## One electron more, one magneton less: counting spins in metals and in their reference atoms

Let an atom in a metal have $n$ valence electrons, $n_\uparrow$ of the majority spin and $n_\downarrow$ of the minority spin. Its spin moment in Bohr magnetons is $m = n_\uparrow - n_\downarrow = 2n_\uparrow - n$. If $n_\uparrow$ stays fixed while $n$ grows by one, the moment must fall by one. Hexagonal cobalt and nickel come close to this: the moment per atom drops from 1.625 to 0.655.

The same kind of counting, applied to free atoms, bears on a second puzzle. Cobalt has the deepest energy of the three 3d metals in the table, well below titanium and nickel. It is tempting to conclude that cobalt is the most strongly bound of the three.

Hexagonal transition metals (P6_3/mmc, two atoms per cell) in fixed cells, calculated with Ansatz 0.2.0 using all-electron LAPW and scalar-relativistic PBE, Fermi-Dirac smearing of 0.03 to 0.08 eV and k meshes from 13×13×7 to 17×17×9. Only Co and Ni are spin-polarised. Energies count from spherical, spin-unpolarised atoms, and pressure is positive in compression.

```csv
element,Z,group,period,cell,volume (Å³/atom),shortest distance from M (Å),energy less free atoms (eV/atom),pressure (GPa),cell moment (muB),sphere moment of M (muB)
Ti,22,4,4,measured cell (COD),17.66,2.90,-6.72,-1.6,0.00,0.00
Co,27,9,4,relaxed with PAW,10.87,2.48,-8.30,-0.1,3.25,1.68
Ni,28,10,4,relaxed with PAW,10.93,2.48,-7.09,0.0,1.31,0.68
Ru,44,8,5,measured cell (COD),13.57,2.65,-9.24,4.5,0.00,0.00
Ir,77,9,6,relaxed with PAW,14.56,2.73,-9.16,0.0,0.00,0.00
```

The cell moment belongs to two atoms, so half of it is the moment per atom; the sphere moment covers only the region around one nucleus. It is slightly larger than that half, because the electrons between the spheres are weakly polarised the other way. The zeros for titanium, ruthenium and iridium were imposed by calculating these metals without spin polarisation. The column "energy less free atoms" is the energy of the solid minus that of spherical atoms with equal numbers of up and down spins. A more negative value means a solid that lies deeper below such atoms.

### Where the added electron goes

In cobalt, exchange lowers the majority d bands so far that they are full. The calculated bands fit this: the ten lowest majority valence bands of the cell, five per atom and mostly of d character, end about 0.5 eV below the Fermi level. An added electron then has two places to go, the broad sp bands or the unfilled minority d bands. The d bands are narrow and offer many more states per unit of energy, so they take nearly all of it.

The electron counts agree with this picture for both metals. From cobalt to nickel the majority count hardly moves, from 5.31 to 5.33 valence electrons per atom, while the minority count rises from 3.69 to 4.67. Five majority electrons can be assigned to the d bands and about 0.3 to sp states, although the two kinds of state mix. With this nearly constant $n_\uparrow$, the relation $m = 2n_\uparrow - n$ becomes $m \approx 10.6 - n$, where $n$ is the group number. It matches both moments to within 0.06 Bohr magnetons. That is no independent test, because $n_\uparrow$ was read from the same calculations, and the rule holds only while the majority d bands are full.

The free atom is a simpler system with the same step. A cobalt atom has three unpaired electrons and a nickel atom two, because the extra electron pairs up in a d shell that is already more than half full. The analogy carries over to the step but not to the size of the moment. In the metal, some of the atom's s electrons have moved into d states, which leaves fewer d holes and hence a smaller moment.

### The strength of exchange

How much energy does an unpaired spin bring? In the Stoner picture a moment $m$ lowers the exchange energy by $I m^2/4$, where $I$ measures the strength of exchange. Differentiating with respect to $n_\uparrow$ and $n_\downarrow$ shifts the majority levels down by $I m/2$ and the minority levels up by the same amount. The two sets are therefore split by $I m$. A metal pays back much of the gain, because electrons that change spin must move into higher band states. In the open d shell of a free atom the levels lie together, so almost the whole gain remains.

This splitting can be read from the bands of cobalt. At the centre of the Brillouin zone it is 1.7 eV for the lowest level of nearly pure d character and 1.9 eV for the highest. Division by the moment per atom gives $I$ between about 1.0 and 1.2 eV per Bohr magneton. That is an intrinsic energy scale of the 3d shell, and it should serve, at least roughly, for the free atom as well.

### The spin that the reference atoms lack

Real atoms of all five elements have unpaired electrons in their ground states. The reference atoms do not, so they lie too high in energy, and every solid in the table looks more strongly bound than it is. In the Stoner picture, at equal $I$, the excess grows as the square of the number of unpaired electrons. Titanium and nickel atoms have two of them and cobalt has three, so of these three metals cobalt gains most from the choice of reference.

The size of this advantage follows in one line:

$$\Delta E \approx \frac{I}{4}\left(3^2 - 2^2\right) = \frac{5I}{4} \approx 1.3 \text{ to } 1.5\ \text{eV}.$$

In the table cobalt lies 1.58 eV below titanium and 1.21 eV below nickel. The missing atomic spin energy is thus large enough to account for cobalt's whole lead over nickel and for most of its lead over titanium. No value from the energy column entered the estimate; the output printed below lists the steps.

The agreement should not be pressed to tenths of an electronvolt. The value of $I$ comes from one metal at one point of the zone, and an atom has further energy terms that depend on the shape of its open shell. The estimate assumes that each reference atom divides its valence electrons between s and d states as the real atom does, which the outputs do not show. The estimate also treats titanium and nickel alike, whereas the table puts nickel 0.37 eV lower. What it does indicate is the scale: the reference atoms shift the energies by about as much as the metals differ.

For practical work this means that the column is no substitute for a heat of sublimation. It overstates the energy needed to free an atom from every metal here, and by a different amount for each. The remedy is to count from spin-polarised atoms in their ground states. The same reasoning helps to explain a feature of the 3d row: measured cohesive energies dip near its middle, where the atoms have the most unpaired electrons, and unpolarised reference atoms largely remove that dip.

### What band filling adds

A simple model of bonding in transition metals starts from the filling of the d band. Its lower half is bonding and its upper half antibonding, so the energy gain is greatest at half filling. For a band of constant density of states, width $W$ and $N$ electrons, the Friedel model gives a gain of $W N(10-N)/20$. With $N$ taken as the group number less one, this is $1.05\,W$ for titanium, $0.8\,W$ for cobalt and $0.45\,W$ for nickel.

At equal band width, then, titanium should come first, whereas the table puts it last of the three. Filling alone does not explain the order, which fits with a large share for the reference atoms. It also suggests that nickel has weaker d bonding than cobalt, but the gap between these two in the table does not carry over to cohesion. The measured cohesive energies of cobalt and of nickel (in its stable cubic form) are nearly equal, and that of titanium is somewhat larger than both.

### The heavier metals

Iridium makes a useful partner for cobalt. Both belong to group 9 and both atoms have three unpaired electrons, yet iridium lies 0.86 eV deeper. Theory offers a reason: 5d orbitals reach further out than 3d orbitals, overlap more strongly with their neighbours and form wider bands. Exchange is also weaker in the more extended shell, so the reference flatters iridium less than cobalt, and the true difference in binding should be larger than the table shows.

Ruthenium and titanium make a similar pair, with equal gains in units of the band width. Ruthenium lies about 2.5 eV deeper, as its wider 4d band would suggest, but its atom has four unpaired electrons against two, so some of this difference again belongs to the reference. Between ruthenium and iridium the table leaves less than 0.1 eV. That is too little for a ranking: the two reference atoms probably lack different amounts of spin energy, and iridium was calculated without spin-orbit coupling and in a hexagonal form, while the real metal is face-centred cubic.

### Why two rows are under pressure

The pressures follow the origin of the cells. Cobalt, nickel and iridium have cells relaxed with the PAW method, and their pressures are close to zero. Titanium and ruthenium have measured cells, which need not match the volume that the PBE functional prefers. Titanium is under tension, at −1.6 GPa, and ruthenium under compression, at 4.5 GPa.

Dividing the pressure by the bulk modulus turns it into a volume misfit. With rough recalled moduli of 110 GPa for titanium and 310 GPa for ruthenium, both misfits come to about 1.5 %: titanium would shrink and ruthenium would expand. The ruthenium result fits the known tendency of PBE to make 4d metals slightly too large. The elastic energy stored in either cell is at most about 3 meV per atom, so the order of the energies would be the same in relaxed cells.

Output of the analysis:

```
Co, moment per atom (muB): 1.625
Ni, moment per atom (muB): 0.655
Fall of the moment from Co to Ni, per atom (muB): 0.97
Co, model moment 10.6 less group number (muB): 1.6
Ni, model moment 10.6 less group number (muB): 0.6
Co, majority valence electrons per atom: 5.312
Ni, majority valence electrons per atom: 5.327
Co, minority valence electrons per atom: 3.688
Ni, minority valence electrons per atom: 4.673
Rise of the minority count from Co to Ni, per atom: 0.9858
Co, Fermi level above the top of the ten lowest majority valence bands (eV): 0.5447
Co, exchange splitting of the lowest d level at Gamma (eV): 1.658
Co, exchange splitting of the highest d level at Gamma (eV): 1.921
Stoner I from the lowest d level (eV per muB): 1.021
Stoner I from the highest d level (eV per muB): 1.182
Rough extra atomic spin energy of Co over Ti or Ni, lower estimate (eV): 1.276
Rough extra atomic spin energy of Co over Ti or Ni, upper estimate (eV): 1.478
Co below Ti in the table (eV/atom): 1.58
Co below Ni in the table (eV/atom): 1.21
Ni below Ti in the table (eV/atom): 0.37
Ir below Co in the table (eV/atom): 0.86
Ru below Ir in the table (eV/atom): 0.08
Filling parabola and cost of the cell:
  row  d bonding over band width  volume growth to zero pressure (%)  energy cost (meV/atom)
   Ti                       1.05                              -1.455                   1.283
   Co                        0.8                            -0.05263                0.001785
   Ni                       0.45                                   0                       0
   Ru                       1.05                               1.452                   2.766
   Ir                        0.8                                   0                       0
```
